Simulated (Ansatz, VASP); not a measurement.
# HC60N3 in two plane-wave programs, part 2 of 2

Wanted: the spread between two codes on one cell, functional and k mesh. The structure shown is the start of the Ansatz relaxation below; VASP solves that cell, so the two are compared at the walk's first step.

VASP 6.6.1 and Ansatz 0.2.0.

So far: The starting structure; Ansatz: relaxation, HSE06.

### 3. VASP: single point, HSE06, start cell

Level of this step: HSE06; plane waves and PAW (C, N, H) (VASP).

The same cell, functional, mesh and smearing now go to VASP, with its own data sets.

Lines of VASP's logs that name or quote its potential files are left out, and so is its time.

The run reads the wave functions of an earlier VASP run, which isn't shown here.

File INCAR:

```
SYSTEM = HC60N3
PREC = Accurate
ENCUT = 520
EDIFF = 1E-06
NELM = 100
ISMEAR = -1
SIGMA = 0.01
LREAL = Auto
ALGO = Normal
LHFCALC = .TRUE.
AEXX = 0.25
GGA = PE
HFSCREEN = 0.208
LASPH = .TRUE.
NBANDS = 172
PRECFOCK = Fast
LORBIT = 11
LWAVE = .FALSE.
LCHARG = .FALSE.
ISIF = 2
```

File POSCAR:

```
HC60N3
1.0
    7.1431635100      0.0000000000      0.0000000000
    0.0000000000      7.1431635100      0.0000000000
    0.0000000000      0.0000000000      7.1431635100
C N H
60 3 1
Direct
    0.0025736496      0.0008660029      0.2493175464
    0.0020140936      0.2495818551      0.9981005615
    0.2485727784      0.0020329928      0.9987079954
    0.1255975729      0.1271998042      0.3766257060
    0.1254442795      0.3752018271      0.1222430368
    0.3767293016      0.1271718054      0.1253635030
    0.0015558933      0.9976807195      0.7498005600
    0.9987768725      0.2480280617      0.4984332215
    0.2491349943      0.0006495721      0.5025825035
    0.2482906905      0.2520299301      0.7508927932
    0.1268298001      0.1270875290      0.8753649544
    0.1261620287      0.3753787795      0.6224809209
    0.3756849463      0.1224976859      0.6260528677
    0.3741779110      0.3776543819      0.8753431153
    0.9980603832      0.5004932331      0.2480419211
    0.9988003915      0.7488021228      0.0022282844
    0.2495423768      0.4973330087      0.9992808508
    0.2526442237      0.7500853078      0.2490834765
    0.1262636644      0.6274906061      0.3751976272
    0.1254634587      0.8733463810      0.1272114237
    0.3767106824      0.6239249590      0.1269382954
    0.3728667272      0.8751150651      0.3768097981
    0.9981610389      0.5016939616      0.7487396855
    0.9998558062      0.7520478836      0.5019038126
    0.2490575776      0.7517848349      0.7519405082
    0.1246435139      0.6272880347      0.8734260375
    0.1277407410      0.8744355342      0.6249054769
    0.3761402068      0.6231139738      0.6232731469
    0.3756428082      0.8725600347      0.8762134580
    0.4992240476      0.0014961158      0.2522357213
    0.4992377670      0.2512192249      0.9975975630
    0.7485726727      0.0023982371      0.9997754496
    0.7506252646      0.2491758725      0.2473982287
    0.6224684615      0.1238480680      0.3746781095
    0.6242637445      0.3725034428      0.1239683228
    0.8734018186      0.1250139380      0.1227010972
    0.8735261332      0.3742586875      0.3772621187
    0.5012483608      0.0020857705      0.7513894919
    0.7513113752      0.0002377098      0.5024623887
    0.7513703127      0.2520015113      0.7513984515
    0.6242217463      0.1265394525      0.8772054554
    0.6266230633      0.3765954673      0.6266307629
    0.8753071369      0.1222829351      0.6243979987
    0.8728193036      0.3753411211      0.8767227561
    0.5011516249      0.5025060668      0.2504822965
    0.5026463408      0.7507659586      0.0004990786
    0.7516358813      0.4999466966      0.9977284574
    0.7497608017      0.7527888718      0.2499318401
    0.6263657543      0.6232560677      0.3732875492
    0.6262645386      0.8734078383      0.1269249960
    0.8757044398      0.6237022285      0.1226211606
    0.8755830650      0.8744506536      0.3776828007
    0.5001757268      0.4982471695      0.7521762581
    0.5019330714      0.7517023784      0.5010977272
    0.7484962360      0.5021397025      0.5009998714
    0.7522029970      0.7506805623      0.7484115396
    0.6260237490      0.6230442568      0.8732776439
    0.6250180321      0.8731365300      0.6270895233
    0.8724604990      0.6258543562      0.6241875877
    0.8766207005      0.8772356941      0.8745371699
    0.2477589933      0.2483216291      0.2499819579
    0.2483013300      0.4980846365      0.4988662229
    0.4972821909      0.2506554690      0.4998463209
    0.4096011516      0.4091533108      0.3406597086
```

File KPOINTS:

```
Automatic mesh
0
Gamma
1 1 1
0 0 0
```

PAW data sets: C, N and H (PBE family, release 64).

Launch:

```
$ export OMP_NUM_THREADS=4
$ mpirun -np 1 vasp_gam
```

Numbers of over 12 decimals in the logs are rounded to 6 here.

What it wrote:

```text
[banner, memory and clock lines left out]
running    1 mpi-ranks, on    1 nodes
[...]
Offloading initialized ...    1 GPUs detected
[...]
LDA part: xc-table for (Slater+PW92), standard interpolation
 found WAVECAR, reading the header
 POSCAR, INCAR and KPOINTS ok, starting setup
[...]
reading WAVECAR
 the WAVECAR file was read successfully
 initial charge from wavefunction
 entering main loop
       N       E                     dE             d eps       ncg     rms          rms(c)
DAV:   1    -0.657111079767E+03   -0.65711E+03   -0.87386E+00   368   0.799E+00    0.407E+00
DAV:   2    -0.657139173993E+03   -0.28094E-01   -0.20227E-01   408   0.113E+00    0.248E+00
DAV:   3    -0.657120173070E+03    0.19001E-01   -0.17859E-02   400   0.363E-01    0.135E+00
DAV:   4    -0.657114958458E+03    0.52146E-02   -0.61016E-03   416   0.206E-01    0.716E-01
[...]
DAV:   9    -0.657112900901E+03    0.99659E-05   -0.59217E-06   384   0.733E-03    0.340E-02
DAV:  10    -0.657112898492E+03    0.24094E-05   -0.12946E-06   228   0.355E-03    0.191E-02
DAV:  11    -0.657112898111E+03    0.38105E-06   -0.47478E-07   224   0.233E-03
   1 F= -.65711290E+03 E0= -.65711290E+03  d E =-.678520E-14
```

From OUTCAR (step 3):

```text
  Total      -19.6820662    -20.2797908    -20.2395056     -1.9028471      1.7238450      2.4807955
  in kB      -86.5186027    -89.1460856    -88.9689998     -8.3645525      7.5776934     10.9051029
  external PRESSURE =     -88.2112294 kB  Pullay stress =       0.0000000 kB

 POSITION                                       TOTAL-FORCE (eV/Angst)
 -----------------------------------------------------------------------------------
      0.01838      0.00619      1.78092        -0.902699     -0.423056      0.710039
      0.01439      1.78280      7.12960        -0.979482      0.395154      0.328265
      1.77560      0.01452      7.13393         1.023209     -0.854487      0.719752
      0.89716      0.90861      2.69030         0.336434     -0.186745     -1.836315
      0.89607      2.68013      0.87320         0.016164     -1.425877      1.341289
      2.69104      0.90841      0.89549        -1.914114     -0.095646      0.358697
      0.01111      7.12660      5.35595         0.124712      0.908688      0.103415
      7.13443      1.77170      3.56039         0.702461      1.005673      0.218469
      1.77961      0.00464      3.59003         0.703676      0.232898     -0.915204
      1.77358      1.80029      5.36375         1.202485     -0.011291     -0.946511
      0.90597      0.90781      6.25288        -0.707558     -0.559690     -0.535248
      0.90120      2.68139      4.44648        -0.387523      1.080344     -0.038523
      2.68358      0.87502      4.47200         0.782554      1.637652     -0.278118
      2.67281      2.69765      6.25272         0.058698     -0.951295     -0.194840
[...]
-----------------------------------------------------------------------------------
    total drift:                                0.012230      0.005918      0.001362

  FREE ENERGIE OF THE ION-ELECTRON SYSTEM (eV)
  ---------------------------------------------------
  free  energy   TOTEN  =      -657.1128981107 eV

  energy  without entropy=     -657.1128981107  energy(sigma->0) =     -657.11289811

[... 2 further parts left out ...]
```

The run ends at a pressure of -8.82 GPa, with forces up to 4.5 eV/Å.

### 4. Comparison

Known differences besides the potentials themselves: exact exchange at q = 0 is treated differently, which shows on coarse meshes; VASP keeps PBE cores, Ansatz makes them for the functional; the cutoff is 420 eV in Ansatz and 520 eV in VASP (PREC = Accurate, projectors in real space); VASP takes a coarser grid for exact exchange (PRECFOCK = Fast). Total energies have different zeros and are not compared.

Forces on 7 of the 64 atoms, those with the largest forces and the largest differences (eV/Å; atoms numbered as in POSCAR):

```tsv
atom	Ansatz x, y, z	VASP x, y, z
C5	0.018, -1.444, 1.332	0.016, -1.426, 1.341
C6	-1.927, -0.098, 0.362	-1.914, -0.096, 0.359
C42	-1.127, -1.516, -0.614	-1.134, -1.510, -0.623
N61	-1.714, -1.595, -2.292	-1.700, -1.580, -2.288
N62	-1.939, 2.722, 2.379	-1.920, 2.719, 2.363
N63	2.642, -2.614, 2.519	2.637, -2.594, 2.507
H64	1.459, 1.530, -1.402	1.428, 1.496, -1.371
```

The forces differ by 7.7 meV/Å r.m.s., which is 0.9 % of the r.m.s. force of 0.877 eV/Å (both taken over all components).

### 5. What came out

| Quantity | Value |
| --- | --- |
| r.m.s. force difference (single point, HSE06, start cell) | 0.88 % of the r.m.s. force |

**Reading.** The r.m.s. force difference is 0.88 % of the r.m.s. force (single point, HSE06, start cell), within the 3 % picked in this series as the mark of a large difference. 1 further run of this series is not shown here. How closely two codes agree says nothing of how well the functional describes the real material.

[Lines on the potential files, build, host, timing and source positions are cut from VASP's logs without a mark.]

[Logs are printed without paths, hosts, clocks, repeated set-up lines and the standing remarks that a program may print on its own settings, such as how far it seeks lower states.]

[Hosts, paths, dates, database ids (printed as entryN), source tags and the programs' standing remarks are cut or masked in the printed files.]
